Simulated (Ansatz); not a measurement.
# CdSe (F-43m) in Ansatz: settings compared, part 2 of 2

Ansatz 0.2.0. The steps go on from the part before.

### 3 Relaxation of cell and atoms, PBEsol+D3(BJ)

Input file input.yaml:

```yaml
crystal:
  lattice:
    - [0.0, 3.0702711986, 3.0702711986]
    - [3.0702711986, 0.0, 3.0702711986]
    - [3.0702711986, 3.0702711986, 0.0]
  atoms:
    - { symbol: Cd, position: [0.0, 0.0, 0.0] }
    - { symbol: Se, position: [0.25, 0.25, 0.25] }
kpoints:
  mp_grid: { grid: [8, 8, 8] }
scf:
  occupations: { method: fermi_dirac, width: 0.05 }
hamiltonian:
  xc: pbesol
  dispersion: d3bj
  pseudopotentials: { kind: all_electron, lapw: { basis_error: 0.001 } }
output:
  forces: true
  stress: true
relax:
  f_tol: 0.005
  max_steps: 60
  cell: {}
```

Potentials or basis: all-electron LAPW, scalar-relativistic.

The run is started by

```
$ ansatz run input.yaml --threads 1 --pin off --max-ram 3072MiB --backend cpu --events-out ev --progress --plain --runs-dir out
```

Log:

```text
Warning: RAYON_NUM_THREADS=1 ignored (pool sized by the plan → 1); use --threads N
The last accepted step is kept in <dir> (removed where the run ends without a failure and the disk answers)
LAPW: plane waves up to 8.690 Å⁻¹, error target 1.0e-3 eV per atom; small_component_spin mean_spin; Se in spheres of 1.241 Å, 24 of its electrons in bands, Dirac shells []; Cd in spheres of 1.338 Å, 20 of its electrons in bands, Dirac shells [] (how accurate: hamiltonian.pseudopotentials.lapw.basis_error, Limitations)
Engine: ansatz 0.2.0, aarch64-unknown-linux-gnu
Pseudopotentials: kind: all_electron
Pseudopotential: Cd, LAPW, valence charge 20, lapw/all_electron/scalar/gaussian/Cd, Koelling and Harmon's equation, gaussian nucleus
Pseudopotential: Se, LAPW, valence charge 24, lapw/all_electron/scalar/gaussian/Se, Koelling and Harmon's equation, gaussian nucleus
Functional definition: PBEsol
  exchange = pbesol_x
  correlation = pbesol_c
Crystal: 2 atoms, lattice volume = 57.884 Å³
Basis set: ecut = 287.71069032880837 eV, 645 PW (Γ), exchange–correlation at level 2
Bands: 27, of which v1, the nominal top of the filled ones, is band 22 counted from 1 (21 counted from 0)
Symmetry: 24 space group operations
Space group: F-43m (ITA 216), of the structure as read, at distance tolerance 3.9e-5 Å
k-points: 29 of 512 (time reversal used)
Non-local potential: Cd, projectors of the file, none
Non-local potential: Se, projectors of the file, none
Initial density: superposition of atomic densities (chi_scale 0.1, normalization cell, long waves kept (reshape's long-wave potential 0.00 eV rms))
Initial wavefunctions: plane waves of lowest kinetic energy (no species holds an atomic orbital)
Functional: x = pbesol(κ = 0.804, μ = 0.12345679012345678), c = pbesol(β = 0.046)
iter 1 solved again at ethr=2.17e-3 eV; its pass at ethr=1.00e-1 eV (dr2=9.56e-1 eV) is discarded
SCF iter   1: F=—  HF=-218247.949275 eV  |F-HF|=—  |Δ(HF+E_count)|=         —  Δρ=2.78e-2  dr2=9.57e-1  ethr=2.17e-3  ⟨swp⟩=2.1  Hψ=4892  notcnv=0
preconditioner: auto → none  [insulator: Δε(μ)=0.923 eV  Ē_g=12.258 eV  σ=0.050 eV  W_gap=1.00  n_scr=14 (ndim 8)  ℏωp=20.7 eV  f_vac=0.235  D(μ)=0.00/eV (n_scr^D=0)  ε∞_Penn≈3.9]
iter 2 solved again at ethr=5.59e-5 eV; its pass at ethr=2.17e-3 eV (dr2=2.46e-2 eV) is discarded
SCF iter   2: F=—  HF=-218247.624942 eV  |F-HF|=—  |Δ(HF+E_count)|=   3.24e-1  Δρ=7.60e-3  dr2=2.47e-2  ethr=5.59e-5  ⟨swp⟩=2.0  Hψ=4061  notcnv=0
SCF iter   3: F=—  HF=-218247.585079 eV  |F-HF|=—  |Δ(HF+E_count)|=   3.99e-2  Δρ=4.35e-3  dr2=1.11e-2  ethr=5.59e-5  ⟨swp⟩=3.0  Hψ=2437  notcnv=0
SCF iter   4: F=—  HF=-218247.583308 eV  |F-HF|=—  |Δ(HF+E_count)|=   1.77e-3  Δρ=1.28e-3  dr2=8.68e-4  ethr=2.53e-5  ⟨swp⟩=2.0  Hψ=2234  notcnv=0
SCF iter   5: F=—  HF=-218247.583203 eV  |F-HF|=—  |Δ(HF+E_count)|=   1.05e-4  Δρ=1.67e-4  dr2=9.74e-6  ethr=1.97e-6  ⟨swp⟩=2.0  Hψ=2234  notcnv=0
SCF iter   6: F=—  HF=-218247.583206 eV  |F-HF|=—  |Δ(HF+E_count)|=   2.92e-6  Δρ=3.69e-5  dr2=5.83e-7  ethr=2.21e-8  ⟨swp⟩=2.1  Hψ=2238  notcnv=0
SCF iter   7: F=-218247.583207 eV  HF=-218247.583207 eV  |F-HF|=4.43e-8  |Δ(HF+E_count)|=   8.57e-7  Δρ=7.12e-6  dr2=1.97e-8  ethr=1.32e-9  ⟨swp⟩=3.0  Hψ=2368  notcnv=0
SCF 1 converged in 7 iterations: F = -218247.583207 eV  dr2 = 1.97e-8
relax step   1: F+E_penalty+E_count = -218247.58320664 eV  Δ(F+E_penalty+E_count) = +0.000e0 eV  max|allowed force component| = 9.714e-17 eV/Å  Δτ_max = 0.0000 Å  P = -2.979 GPa  Ω = 57.884 Å³  (7 SCF iters, accepted)
Crystal: 2 atoms, lattice volume = 53.396 Å³
Basis set: ecut = 303.61594762138344 eV, 645 PW (Γ), exchange–correlation at level 2
Initial density: handed on by an earlier stage of this run
[... 8 lines left out ...]
SCF iter   5: F=-218247.612372 eV  HF=-218247.612372 eV  |F-HF|=6.85e-8  |Δ(HF+E_count)|=   5.32e-7  Δρ=1.10e-5  dr2=5.95e-8  ethr=1.47e-9  ⟨swp⟩=3.0  Hψ=2291  notcnv=0
SCF 2 converged in 5 iterations: F = -218247.612372 eV  dr2 = 5.95e-8
relax step   2: F+E_penalty+E_count = -218247.61237195 eV  Δ(F+E_penalty+E_count) = -2.917e-2 eV  max|allowed force component| = 1.503e-16 eV/Å  Δτ_max = 0.0000 Å  P = +1.223 GPa  Ω = 53.396 Å³  (5 SCF iters, accepted)
Crystal: 2 atoms, lattice volume = 54.629 Å³
Basis set: ecut = 299.03022661375314 eV, 645 PW (Γ), exchange–correlation at level 2
iter 1 solved again at ethr=1.50e-7 eV; its pass at ethr=1.00e-1 eV (dr2=6.61e-5 eV) is discarded
SCF iter   1: F=—  HF=-218247.616467 eV  |F-HF|=—  |Δ(HF+E_count)|=         —  Δρ=2.43e-4  dr2=7.26e-5  ethr=1.50e-7  ⟨swp⟩=4.0  Hψ=4347  notcnv=0
preconditioner: auto → none  [insulator: Δε(μ)=0.542 eV  Ē_g=12.941 eV  σ=0.050 eV  W_gap=0.99  n_scr=14 (ndim 8)  ℏωp=21.3 eV  f_vac=0.240  D(μ)=0.00/eV (n_scr^D=0)  ε∞_Penn≈3.7]
SCF iter   2: F=—  HF=-218247.616455 eV  |F-HF|=—  |Δ(HF+E_count)|=   1.13e-5  Δρ=9.41e-5  dr2=8.74e-6  ethr=1.50e-7  ⟨swp⟩=2.0  Hψ=2231  notcnv=0
SCF iter   3: F=—  HF=-218247.616456 eV  |F-HF|=—  |Δ(HF+E_count)|=   1.25e-6  Δρ=4.15e-5  dr2=1.82e-6  ethr=1.99e-8  ⟨swp⟩=3.0  Hψ=2265  notcnv=0
[... 4 lines left out ...]
Crystal: 2 atoms, lattice volume = 54.506 Å³
Basis set: ecut = 299.4807210737546 eV, 645 PW (Γ), exchange–correlation at level 2
iter 1 solved again at ethr=1.30e-9 eV; its pass at ethr=1.00e-1 eV (dr2=5.71e-7 eV) is discarded
SCF iter   1: F=—  HF=-218247.616510 eV  |F-HF|=—  |Δ(HF+E_count)|=         —  Δρ=2.48e-5  dr2=7.72e-7  ethr=1.30e-9  ⟨swp⟩=4.8  Hψ=4326  notcnv=0
preconditioner: auto → none  [insulator: Δε(μ)=0.542 eV  Ē_g=12.956 eV  σ=0.050 eV  W_gap=0.99  n_scr=14 (ndim 8)  ℏωp=21.3 eV  f_vac=0.239  D(μ)=0.00/eV (n_scr^D=0)  ε∞_Penn≈3.7]
iter 2 solved again at ethr=1.06e-10 eV; its pass at ethr=1.30e-9 eV (dr2=4.66e-8 eV) is discarded
SCF iter   2: F=—  HF=-218247.616509 eV  |F-HF|=—  |Δ(HF+E_count)|=   2.93e-7  Δρ=6.80e-6  dr2=4.65e-8  ethr=1.06e-10  ⟨swp⟩=2.0  Hψ=3828  notcnv=0
SCF iter   3: F=-218247.616509 eV  HF=-218247.616509 eV  |F-HF|=1.23e-8  |Δ(HF+E_count)|=   3.34e-8  Δρ=3.66e-6  dr2=1.60e-8  ethr=1.06e-10  ⟨swp⟩=2.0  Hψ=2234  notcnv=0
SCF 4 converged in 3 iterations: F = -218247.616509 eV  dr2 = 1.60e-8
relax step   4: F+E_penalty+E_count = -218247.61650924 eV  Δ(F+E_penalty+E_count) = -5.312e-5 eV  max|allowed force component| = 9.021e-17 eV/Å  Δτ_max = 0.0000 Å  P = -0.005 GPa  Ω = 54.506 Å³  (3 SCF iters, accepted)
iter 1 solved again at ethr=3.64e-11 eV; its pass at ethr=1.00e-1 eV (dr2=1.60e-8 eV) is discarded
SCF iter   1: F=—  HF=-218247.616510 eV  |F-HF|=—  |Δ(HF+E_count)|=         —  Δρ=3.66e-6  dr2=1.60e-8  ethr=3.64e-11  ⟨swp⟩=3.0  Hψ=3609  notcnv=0
preconditioner: auto → none  [insulator: Δε(μ)=0.542 eV  Ē_g=12.955 eV  σ=0.050 eV  W_gap=0.99  n_scr=14 (ndim 8)  ℏωp=21.3 eV  f_vac=0.239  D(μ)=0.00/eV (n_scr^D=0)  ε∞_Penn≈3.7]
SCF iter   2: F=-218247.616510 eV  HF=-218247.616510 eV  |F-HF|=1.51e-9  |Δ(HF+E_count)|=   1.94e-8  Δρ=1.39e-6  dr2=1.66e-9  ethr=3.64e-11  ⟨swp⟩=2.4  Hψ=2244  notcnv=0
SCF 5 converged in 2 iterations: F = -218247.616510 eV  dr2 = 1.66e-9
relax step   5: F+E_penalty+E_count = -218247.61650957 eV  Δ(F+E_penalty+E_count) = -3.265e-7 eV  max|allowed force component| = 9.483e-17 eV/Å  Δτ_max = 0.0000 Å  P = -0.005 GPa  Ω = 54.506 Å³  stress off target by 5.10e-3 GPa  SCF on the basis re-selected at this cell (its energy is not comparable with the rows above)  (2 SCF iters)
basis re-selected at this cell: Δ(F+E_penalty+E_count) = -3.265e-7 eV, ΔP = -0.000 GPa vs the last step (what re-selecting the basis moved, after the strain that the cell walked since its last selection, with what the two solves' SCF thresholds leave and, on support functions, any second-order correction that the steps lacked; it is no measure of the basis error at this ecutwfc). This SCF's stress stands 5.10e-3 GPa from its target on what of the cell is left free (relax.cell.stress_tol is 5.00e-2 GPa) and its largest allowed force component is 9.48e-17 eV/Å (relax.f_tol is 5.00e-3 eV/Å): within both
SCF converged after 2 iterations
Free energy (F): -218247.616510 eV
Harris-Foulkes:  -218247.616510 eV  (|F-HF|=1.51e-9)
Internal energy: -218247.616485 eV  (E = F + TS)
E sigma→0 (E₀):  -218247.616497 eV
Entropy (-TS):   -0.000025 eV (-0.012 meV/atom)
Fermi energy:    8.833254 eV
--- Per-component energies (eV) ---
  E_band       = -2078.364503
  E_kinetic    = 227032.866771
  E_xc         = -6488.937896
  E_electrostatic = -438790.935869  (all electrons and nuclei)
  E_disp       = -0.609491  (pairwise vdW)
  E_smearing   = -0.000025  (= −TS)
  E_closure    = 0.000000  (closes the sum)
  E_atoms      = -218240.837515  (free atoms, spherical and without spin; not in F)
  Σ components = -218247.616510   (vs F -218247.616510, Δ=0.00e0)
  Basis errors (estimates in eV, not in F): energy 4.7e-4 per atom: plane waves 4.3e-4 (2.6e-4 summed), levels above the bands 1.9e-66, relativity 3.8e-8, radial functions 3.0e-5, core shells 2.4e-6; eigenvalues (radial functions only) 6.3e-7; not estimated: angular momenta, meshes, grids; target (lapw.basis_error) 1.0e-3; muffin-tin radii Se 1.217 Å, Cd 1.311 Å
--- Forces (eV/Å), atoms counted from 1 ---
  atom   1  Cd    -0.00000000     0.00000000     0.00000000
  atom   2  Se     0.00000000    -0.00000000    -0.00000000
  max |Σ_I F_I| component: 2.31e-17 eV/Å
--- Stress (GPa, compression-positive) ---
       -0.005104      -0.000000      -0.000000
       -0.000000      -0.005104       0.000000
       -0.000000       0.000000      -0.005104
  P = ⅓ Tr σ = -0.0051 GPa (-0.051 kbar)
--- Relaxed structure (4 steps of the walk, 4 accepted, 1 SCFs on fresh bases) ---
  F+E_penalty+E_count = -218247.61650957 eV   max|allowed force component| = 9.483e-17 eV/Å   (the final SCF, on the basis selected at the relaxed cell)
  cell:  # Å, volume = 54.5056 Å³
    - [6.369215041119487e-34, 3.0093333846295165, 3.0093333846295165]
    - [3.0093333846295165, -3.592237283191391e-33, 3.0093333846295165]
    - [3.0093333846295165, 3.0093333846295165, -3.36294554171109e-33]
  atoms:
    - { symbol: Cd, position: [1.21536145372167e-33, -1.2022930509934798e-33, -1.0977458291679599e-33] }
    - { symbol: Se, position: [0.25, 0.25, 0.25] }
```

Wall time 46 s (1 thread of Arm Neoverse V1, shared host); peak memory 0.31 GiB.

Results:

- Free energy: -218247.6165 eV
- Relaxed volume: 27.25 Å³/atom
- Relaxed cell: a = 4.256 Å, b = 4.256 Å, c = 4.256 Å, α = 60.00°, β = 60.00°, γ = 60.00°
- Space group after relaxing (to 0.05 Å): F-43m (No. 216)
- Energy gained by relaxing: 16.7 meV/atom
- Ionic steps: 5
- Pressure after relaxing: 0.0 GPa
- Band gap on the k mesh: 0.54 eV

The path:
```csv
step,energy change (eV),largest force (eV/Å),volume (Å³)
1,0.0000,0.0000,57.88
2,-0.0292,0.0000,53.40
3,-0.0332,0.0000,54.63
4,-0.0333,0.0000,54.51
5,-0.0333,0.0000,54.51
```

Final structure:
```
CELL_PARAMETERS angstrom
0.00000 3.00933 3.00933
3.00933 0.00000 3.00933
3.00933 3.00933 0.00000
ATOMIC_POSITIONS crystal
Cd 0.00000 0.00000 0.00000
Se 0.25000 0.25000 0.25000
```

A k mesh can miss the band edges. As with any semilocal functional, this PBEsol gap is likely too small.

### 4 Relaxation of cell and atoms, revPBE

input.yaml, as its differences from that of step 3:

```diff
@@ -13,4 +13,3 @@
 hamiltonian:
-  xc: pbesol
-  dispersion: d3bj
+  xc: revpbe
   pseudopotentials: { kind: all_electron, lapw: { basis_error: 0.001 } }
@@ -20,3 +19,3 @@
 relax:
-  f_tol: 0.005
+  f_tol: 0.02
   max_steps: 60
```

Potentials or basis: all-electron LAPW, scalar-relativistic.

The run is started by

```
$ ansatz run input.yaml --threads 1 --pin off --max-ram 3072MiB --backend cpu --events-out ev --progress --plain --runs-dir out
```

Log:

```text
Warning: RAYON_NUM_THREADS=1 ignored (pool sized by the plan → 1); use --threads N
[... 1 set-up line as earlier in the session ...]
LAPW: plane waves up to 8.689 Å⁻¹, error target 1.0e-3 eV per atom; small_component_spin mean_spin; Se in spheres of 1.241 Å, 24 of its electrons in bands, Dirac shells []; Cd in spheres of 1.338 Å, 20 of its electrons in bands, Dirac shells [] (how accurate: hamiltonian.pseudopotentials.lapw.basis_error, Limitations)
[... 4 set-up lines as earlier in the session ...]
Functional definition: revPBE
  parameter kappa = 1.245
[... 3 set-up lines as earlier in the session ...]
Crystal: 2 atoms, lattice volume = 57.884 Å³
Basis set: ecut = 287.65084287854603 eV, 645 PW (Γ), exchange–correlation at level 2
Bands: 27, of which v1, the nominal top of the filled ones, is band 22 counted from 1 (21 counted from 0)
[... 1 set-up line as earlier in the session ...]
[... 75 lines left out ...]
  E_atoms      = -218367.656238  (free atoms, spherical and without spin; not in F)
  Σ components = -218372.602474   (vs F -218372.602474, Δ=0.00e0)
  Basis errors (estimates in eV, not in F): energy 4.1e-4 per atom: plane waves 3.8e-4 (2.2e-4 summed), levels above the bands 3.6e-68, relativity 4.9e-8, radial functions 3.0e-5, core shells 8.2e-7; eigenvalues (radial functions only) 5.9e-7; not estimated: angular momenta, meshes, grids; target (lapw.basis_error) 1.0e-3; muffin-tin radii Se 1.265 Å, Cd 1.364 Å
--- Forces (eV/Å), atoms counted from 1 ---
  atom   1  Cd     0.00000000     0.00000000     0.00000000
  atom   2  Se    -0.00000000    -0.00000000    -0.00000000
  max |Σ_I F_I| component: 2.78e-17 eV/Å
--- Stress (GPa, compression-positive) ---
        0.001350      -0.000000      -0.000000
       -0.000000       0.001350       0.000000
       -0.000000       0.000000       0.001350
  P = ⅓ Tr σ = 0.0013 GPa (0.013 kbar)
--- Relaxed structure (4 steps of the walk, 4 accepted, 1 SCFs on fresh bases) ---
  F+E_penalty+E_count = -218372.60247360 eV   max|allowed force component| = 9.136e-17 eV/Å   (the final SCF, on the basis selected at the relaxed cell)
  cell:  # Å, volume = 61.3468 Å³
    - [1.990379700349843e-35, 3.130309181088003, 3.130309181088003]
    - [3.130309181088003, 6.369215041119491e-36, 3.130309181088003]
    - [3.130309181088003, 3.130309181088003, 3.447337641005922e-34]
  atoms:
    - { symbol: Cd, position: [3.358579501144829e-34, -2.705159364735329e-34, -4.717693384876588e-34] }
    - { symbol: Se, position: [0.24999999999999997, 0.24999999999999997, 0.24999999999999997] }
```

Wall time 48 s (1 thread of Arm Neoverse V1, shared host); peak memory 0.31 GiB.

Results:

| Item | Value |
| --- | --- |
| Free energy | -218372.6025 eV |
| Relaxed volume | 30.67 Å³/atom |
| Relaxed cell | a = 4.427 Å, b = 4.427 Å, c = 4.427 Å, α = 60.00°, β = 60.00°, γ = 60.00° |
| Space group after relaxing (to 0.05 Å) | F-43m (No. 216) |
| Energy gained by relaxing | 13.8 meV/atom |
| Ionic steps | 5 |
| Pressure after relaxing | 0.0 GPa |
| Band gap on the k mesh | 0.56 eV |

The path:
```
step  energy change (eV)  largest force (eV/Å)  volume (Å³)
   1              0.0000                0.0000        57.88
   2             -0.0263                0.0000        62.16
   3             -0.0276                0.0000        61.43
   4             -0.0276                0.0000        61.35
   5             -0.0276                0.0000        61.35
```

Final structure:
```cif
data_structure
_symmetry_space_group_name_H-M 'P 1'
_symmetry_Int_Tables_number 1
_cell_length_a 4.4269
_cell_length_b 4.4269
_cell_length_c 4.4269
_cell_angle_alpha 60.000
_cell_angle_beta 60.000
_cell_angle_gamma 60.000
_cell_volume 61.35
loop_
_atom_site_label
_atom_site_type_symbol
_atom_site_fract_x
_atom_site_fract_y
_atom_site_fract_z
_atom_site_occupancy
Cd1 Cd 0.00000 0.00000 0.00000 1
Se1 Se 0.25000 0.25000 0.25000 1
```

A k mesh can miss the band edges.

### 5 Overview

| task | level | cell | cutoff (eV) | smearing | gap on the mesh (eV) | pressure (GPa) | relaxed volume (Å³/atom) |
| --- | --- | --- | --- | --- | --- | --- | --- |
| single point | PBE | as given | 266 | gaussian 0.014 eV | 0.55 | 1.3 | - |
| relaxation of cell and atoms | PBEsol+D3(BJ) | relaxed | - | fermi-dirac 0.05 eV | 0.54 | 0.0 | 27.25 |
| relaxation of cell and atoms | revPBE | relaxed | - | fermi-dirac 0.05 eV | 0.56 | 0.0 | 30.67 |

Alike in all rows: potentials or basis all-electron LAPW, scalar-relativistic; no spin polarisation; k mesh 8 × 8 × 8; basis error allowed 0.001 eV/atom.

Compare energies only between runs with the same functional and basis.
